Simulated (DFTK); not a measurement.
# Rh (Fm-3m) in DFTK: a series of runs

One crystal, Rh, is run at these levels: PBE, PBEsol, RPBE, BLYP; tasks: single point.

Program: DFTK 0.8.2. These are calculated values, not measurements. Logs are shortened: lines on timing, memory, paths and dates and some standing lists are left out, and cuts for length are marked.

## Step 1: The crystal as given

It takes space group Fm-3m (No. 225, cubic). Conventional cell: a = 3.796 Å, b = 3.796 Å, c = 3.796 Å, α = 90.00°, β = 90.00°, γ = 90.00°. Rh (site symmetry m-3m) is surrounded by 12 Rh at 2.68 Å.

## Step 2: Single point, PBE

run.jl reads:

```julia
using DFTK
using PseudoPotentialData
using Unitful, UnitfulAtomic
using LinearAlgebra, Printf
include("save.jl")
disable_threading()

# lattice vectors are the columns
lattice = austrip(1u"Å") * [           0.0        1.89785        1.89785;
                  1.89785            0.0        1.89785;
                  1.89785        1.89785            0.0]
symbols   = [:Rh]
positions = [[0.0, 0.0, 0.0]]
pseudopotentials = Dict(:Rh => "Rh.upf")
elements = Dict(s => ElementPsp(s, pseudopotentials; rcut=10.0) for s in unique(symbols))
atoms    = [elements[s] for s in symbols]

build_model(lattice, positions; symmetries=true) =
    model_DFT(lattice, atoms, positions;
              functionals=PBE(),
              temperature=austrip(0.05u"eV"),
              smearing=Smearing.FermiDirac(),
              symmetries)
Ecut  = 45.0  # hartree
kgrid = [12, 12, 12]
tol   = 1e-6
to_GPa = ustrip(uconvert(u"GPa", 1u"hartree/bohr^3"))

model = build_model(lattice, positions)
basis = PlaneWaveBasis(model; Ecut, kgrid)
display(basis)
scfres = self_consistent_field(basis;
                               tol,
                               nbandsalg=AdaptiveBands(model; n_bands_converge=13))
display(scfres.energies)
@printf "Fermi level: %.6f eV\n" ustrip(auconvert(u"eV", something(scfres.εF, NaN)))
forces = compute_forces_cart(scfres)
println("Forces (eV/Å)")
for (s, f) in zip(symbols, forces)
    @printf "%-3s %12.6f %12.6f %12.6f\n" s ustrip.(auconvert.(u"eV/Å", f))...
end
stress = compute_stresses_cart(scfres)
println("Stress (GPa)")
display(round.(stress * to_GPa; digits=4))
println("Levels at the first k-point (eV): ", round.(ustrip.(auconvert.(u"eV", scfres.eigenvalues[1][1:scfres.n_bands_converge])); digits=4))
save_scf!(scfres; forces, stress)
```

Potentials or basis: SG15 1.2 (PBE).

Run with:

```bash
$ julia --threads=1 run.jl  # save.jl only writes the numbers to a file and isn't shown; printed stress counts tension as positive; times include loading and compiling
```

Standard output:

```text
PlaneWaveBasis discretization:

    Ecut                 : 45.0 Ha
    fft_size             : (36, 36, 36), 46656 total points
    kgrid                : MonkhorstPack([12, 12, 12])
    num.   red. kpoints  : 1728
    num. irred. kpoints  : 72

    Discretized Model(gga_x_pbe+gga_c_pbe, 3D):
        lattice (in Bohr)    : [0         , 3.58642   , 3.58642   ]
                               [3.58642   , 0         , 3.58642   ]
                               [3.58642   , 3.58642   , 0         ]
        unit cell volume     : 92.26 Bohr³

        atoms                : Rh
        atom potentials      : ElementPsp(:Rh, "Rh.upf")

        num. electrons       : 17
        spin polarization    : none
        temperature          : 0.0018375 Ha
        smearing             : DFTK.Smearing.FermiDirac()

        terms                : Kinetic()
                               AtomicLocal()
                               AtomicNonlocal()
                               Ewald(nothing)
                               PspCorrection()
                               Hartree()
                               Xc(gga_x_pbe, gga_c_pbe)
                               Entropy()
n     Energy            log10(ΔE)   log10(Δρ)   Diag   Δtime
---   ---------------   ---------   ---------   ----   ------
  1   -108.5518813882                   -1.19    4.3    6.30s
  2   -108.5538636024       -2.70       -1.50    1.0    4.10s
  3   -108.5543994617       -3.27       -2.01    2.0    2.90s
  4   -108.5544176154       -4.74       -2.79    1.1    3.65s
  5   -108.5544188506       -5.91       -3.39    2.2    4.52s
  6   -108.5544189274       -7.11       -3.95    1.5    3.19s
  7   -108.5544189332       -8.24       -4.51    2.0    3.93s
  8   -108.5544189338       -9.26       -5.55    1.8    3.64s
  9   -108.5544189338      -11.14       -6.31    2.8    4.56s
Energy breakdown (in Ha):
    Kinetic             34.8624111
    AtomicLocal         -62.8485550
    AtomicNonlocal      0.1613129
    Ewald               -92.3641367
    PspCorrection       5.6023791
    Hartree             17.0299439
    Xc                  -10.9974614
    Entropy             -0.0003128

    total               -108.554418933758
Fermi level: 14.455627 eV
Forces (eV/Å)
Rh      0.000000     0.000000    -0.000000
Stress (GPa)
3×3 StaticArraysCore.SMatrix{3, 3, Float64, 9} with indices SOneTo(3)×SOneTo(3):
 -7.4668  -0.0     -0.0
 -0.0     -7.4668  -0.0
 -0.0     -0.0     -7.4668
Levels at the first k-point (eV): [-64.5104, -31.958, -31.958, -31.958, 6.4893, 11.3305, 11.3305, 11.3305, 13.436, 13.436, 30.8546, 36.3313, 36.3313]
```

Wall time 89 s (1 thread of Intel Xeon 6975P-C (Granite Rapids), shared host); peak memory 1.6 GiB.

Results:

* Free energy: -2953.9162 eV
* Pressure: 7.5 GPa
* Band gap on the k mesh: none (metal or under the smearing width)

## Step 3: Single point, PBEsol

run.jl: that of step 2 with these lines changed.

```diff
@@ -19,3 +19,3 @@
     model_DFT(lattice, atoms, positions;
-              functionals=PBE(),
+              functionals=PBEsol(),
               temperature=austrip(0.05u"eV"),
```

Potentials or basis: SG15 1.2 (PBE).

Run with:

```bash
$ julia --threads=1 run.jl  # save.jl only writes the numbers to a file and isn't shown; printed stress counts tension as positive; times include loading and compiling
```

Run time: 92 s. Hardware: 1 thread of Intel Xeon 6975P-C (Granite Rapids), shared host; peak memory 1.6 GiB.

Results (log left out):

* Free energy: -2951.5140 eV
* Pressure: -4.0 GPa
* Band gap on the k mesh: none (metal or under the smearing width)

Levels at points of the mesh, in eV from the Fermi level:
```
             k point  band 5  band 6  band 7  band 8  band 9  band 10  band 11  band 12
  (0.00, 0.00, 0.00)   -8.15   -3.16   -3.16   -3.16   -1.02    -1.02    16.25    21.72
 (-0.50, 0.00, 0.00)   -6.26   -3.23   -3.23    0.56    0.56     0.61     8.60    15.71
(-0.50, -0.50, 0.00)   -6.44   -6.08    0.55    0.98    0.98     3.15    12.24    13.34
```

Caveat: the potentials were made for another functional, which shifts forces and pressure.

## Step 4: Single point, RPBE

run.jl: that of step 3 with these lines changed.

```diff
@@ -19,3 +19,3 @@
     model_DFT(lattice, atoms, positions;
-              functionals=PBEsol(),
+              functionals=[:gga_x_rpbe, :gga_c_pbe],
               temperature=austrip(0.05u"eV"),
```

Run with:

```bash
$ julia --threads=1 run.jl  # save.jl only writes the numbers to a file and isn't shown; printed stress counts tension as positive; times include loading and compiling
```

It took 94 s on 1 thread of Intel Xeon 6975P-C (Granite Rapids), shared host; peak memory 1.6 GiB.

It converged, with:

```yaml
Free_energy: -2954.4315 eV
Pressure: 13.0 GPa
Band_gap_on_the_k_mesh: none (metal or under the smearing width)
```

Levels at points of the mesh, in eV from the Fermi level:
```csv
k point,band 6,band 7,band 8,band 9,band 10,band 11
"(0.00, 0.00, 0.00)",-3.11,-3.11,-3.11,-1.02,-1.02,16.44
"(-0.50, 0.00, 0.00)",-3.18,-3.18,0.54,0.54,0.82,8.73
"(-0.50, -0.50, 0.00)",-5.98,0.51,0.95,0.95,3.39,12.36
```

Caveat: the potentials were made for another functional, which shifts forces and pressure.

## Step 5: Single point, BLYP

run.jl: that of step 4 with these lines changed.

```diff
@@ -19,3 +19,3 @@
     model_DFT(lattice, atoms, positions;
-              functionals=[:gga_x_rpbe, :gga_c_pbe],
+              functionals=[:gga_x_b88, :gga_c_lyp],
               temperature=austrip(0.05u"eV"),
```

Potentials or basis: SG15 1.2 (PBE).

Run with:

```bash
$ julia --threads=1 run.jl  # save.jl only writes the numbers to a file and isn't shown; printed stress counts tension as positive; times include loading and compiling
```

Standard output:

```text
PlaneWaveBasis discretization:

    Ecut                 : 45.0 Ha
    fft_size             : (36, 36, 36), 46656 total points
    kgrid                : MonkhorstPack([12, 12, 12])
    num.   red. kpoints  : 1728
    num. irred. kpoints  : 72

    Discretized Model(gga_x_b88+gga_c_lyp, 3D):
        lattice (in Bohr)    : [0         , 3.58642   , 3.58642   ]
                               [3.58642   , 0         , 3.58642   ]
                               [3.58642   , 3.58642   , 0         ]
        unit cell volume     : 92.26 Bohr³

        atoms                : Rh
        atom potentials      : ElementPsp(:Rh, "Rh.upf")

        num. electrons       : 17
        spin polarization    : none
        temperature          : 0.0018375 Ha
        smearing             : DFTK.Smearing.FermiDirac()

        terms                : Kinetic()
                               AtomicLocal()
                               AtomicNonlocal()
                               Ewald(nothing)
                               PspCorrection()
                               Hartree()
                               Xc(gga_x_b88, gga_c_lyp)
                               Entropy()
n     Energy            log10(ΔE)   log10(Δρ)   Diag   Δtime
---   ---------------   ---------   ---------   ----   ------
  1   -108.4108532577                   -1.25    4.3    8.21s
  2   -108.4116963172       -3.07       -1.55    1.0    3.69s
  3   -108.4119049152       -3.68       -2.04    1.6    3.81s
  4   -108.4119160437       -4.95       -2.89    1.6    4.51s
  5   -108.4119170932       -5.98       -3.28    2.4    5.09s
  6   -108.4119172130       -6.92       -3.63    1.2    4.41s
  7   -108.4119172369       -7.62       -4.41    1.8    5.04s
  8   -108.4119172376       -9.16       -5.11    2.1    4.11s
  9   -108.4119172376      -10.85       -5.99    2.0    3.59s
 10   -108.4119172376   +  -12.36       -6.37    2.8    5.88s
Energy breakdown (in Ha):
    Kinetic             34.9725322
    AtomicLocal         -63.0375311
    AtomicNonlocal      0.1401457
    Ewald               -92.3641367
    PspCorrection       5.6023791
    Hartree             17.1516917
    Xc                  -10.8766510
    Entropy             -0.0003472

    total               -108.411917237571
Fermi level: 14.935166 eV
Forces (eV/Å)
Rh      0.000000    -0.000000     0.000000
Stress (GPa)
3×3 StaticArraysCore.SMatrix{3, 3, Float64, 9} with indices SOneTo(3)×SOneTo(3):
 -20.3014    0.0       0.0
   0.0     -20.3014    0.0
   0.0       0.0     -20.3014
Levels at the first k-point (eV): [-63.8658, -31.508, -31.508, -31.508, 7.186, 11.8127, 11.8127, 11.8127, 13.8811, 13.8811, 31.6636, 36.9916, 36.9916]
```

Wall time 1.8 min (1 thread of Intel Xeon 6975P-C (Granite Rapids), shared host); peak memory 1.6 GiB.

What came out:

```
Free energy            : -2950.0386 eV
Pressure               : 20.3 GPa
Band gap on the k mesh : none (metal or under the smearing width)
```

Levels at points of the mesh, in eV from the Fermi level:
| k point | band 6 | band 7 | band 8 | band 9 | band 10 | band 11 |
| --- | --- | --- | --- | --- | --- | --- |
| (0.00, 0.00, 0.00) | -3.12 | -3.12 | -3.12 | -1.05 | -1.05 | 16.73 |
| (-0.50, 0.00, 0.00) | -3.20 | -3.20 | 0.53 | 0.53 | 1.03 | 8.74 |
| (-0.50, -0.50, 0.00) | -5.96 | 0.49 | 0.96 | 0.96 | 3.52 | 12.43 |

Caveat: the potentials were made for another functional, which shifts forces and pressure.

## Step 6: Overview

```tsv
level	gap on the mesh (eV)	pressure (GPa)
PBE	none	7.5
PBEsol	none	-4.0
RPBE	none	13.0
BLYP	none	20.3
```

Alike in all rows: task single point; potentials or basis SG15 1.2 (PBE); no spin polarisation; cell as given; k mesh 12 × 12 × 12; cutoff (eV) 1225; smearing fermi-dirac 0.05 eV.

Every run on the cell as given and a fine mesh finds a metal. The pressure there spans -4.0 GPa (PBEsol) to 20.3 GPa (BLYP); a positive pressure means that this level wants a larger cell, a negative one a smaller.

Caveats: the potentials were made for another functional, which shifts forces and pressure (some runs).

Absolute energies hang on the potentials; compare differences alone.
